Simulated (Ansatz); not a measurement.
Here is an Ansatz 0.2.0 calculation.

The input input.yaml:

```yaml
crystal:
  lattice:
    - [5.196, 0.0, 0.0]
    - [-2.598, 4.4998679981, 0.0]
    - [0.0, 0.0, 2.911]
  atoms:
    - { symbol: Ta, position: [0.00454, -0.006786, 0.000854] }
    - { symbol: Ta, position: [0.657536, 0.333115, 0.495042] }
    - { symbol: Ta, position: [0.34668, 0.674605, 0.493033] }
    - { symbol: "N", position: [0.005913, 0.393429, 0.017297] }
    - { symbol: "N", position: [0.610783, 0.61349, -0.023982] }
    - { symbol: "N", position: [0.403488, 0.002798, 0.001681] }
hamiltonian:
  xc: pbe
  pseudopotentials: { kind: paw }
kpoints:
  mp_grid: { grid: [6, 6, 9] }
scf:
  occupations: { method: fermi_dirac, width: 0.05 }
output:
  forces: true
  stress: true
  eigenvalues: true
```

Potentials or basis: Ansatz PAW.

Launch:

```bash
$ ansatz run input.yaml --threads 2 --pin off --max-ram 5120MiB --backend cpu --events-out ev --progress --plain --runs-dir out
```

(1) Predict the band gap on the k mesh.

(2) Predict the largest force.

## Answers

(1) none (metal or under the smearing width).

(2) 2.078 eV/Å.
